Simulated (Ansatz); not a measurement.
Crystal: FeGe.

```
Ge Fe
1.0
     4.99760    0.00000    0.00000
    -2.49880    4.32805    0.00000
     0.00000    0.00000    4.11576
Ge Fe
3 3
Direct
  0.66667 0.33333 0.50000
  0.33333 0.66667 0.50000
  0.00000 0.00000 0.00000
  0.00000 0.50000 0.00000
  0.50000 0.50000 0.00000
  0.50000 0.00000 0.00000
```

The cell is a database's computed one.

```yaml
Program: Ansatz 0.2.0
Task: relaxation of cell and atoms
Functional: PBEsol
Potentials_or_basis: Ansatz PAW
Cutoff: "420 eV (not typed: the program's choice for these potentials)"
k_mesh: 6 × 6 × 7
Occupations: fermi-dirac, width 0.05 eV
Spin: collinear spin, ferromagnetic start
Starting_moments: "[0.0, 0.0, 0.0, 3.0, 3.0, 3.0] μB"
```

At the start: volume 14.84 Å³/atom.

Problem. Where does the relaxation end?

Solution. It ends after 5 steps and the volume is 13.79 Å³/atom (-7.0 %); space group P6/mmm (No. 191, to 0.05 Å); moment 3.91 μB per cell.

Step by step:
```
step  energy change (eV)  largest force (eV/Å)  volume (Å³)
   1              0.0000                0.0000        89.02
   2             -0.2011                0.0000        84.30
   3             -0.2170                0.0000        82.53
   4             -0.2173                0.0000        82.76
   5             -0.2151                0.0000        82.76
```

Final structure:
```
CELL_PARAMETERS angstrom
4.89697 0.00000 0.00000
-2.44848 4.24090 0.00000
0.00000 0.00000 3.98510
ATOMIC_POSITIONS crystal
Ge 0.66667 0.33333 0.50000
Ge 0.33333 0.66667 0.50000
Ge 0.00000 0.00000 0.00000
Fe 0.00000 0.50000 0.00000
Fe 0.50000 0.50000 0.00000
Fe 0.50000 0.00000 0.00000
```

Caveat: the plane-wave basis is chosen anew once the cell has moved, so the energies of steps on either side of that aren't comparable; the PAW data sets come from PBE, with cores solved anew for the run's functional, which leaves a small shift of forces and pressure.
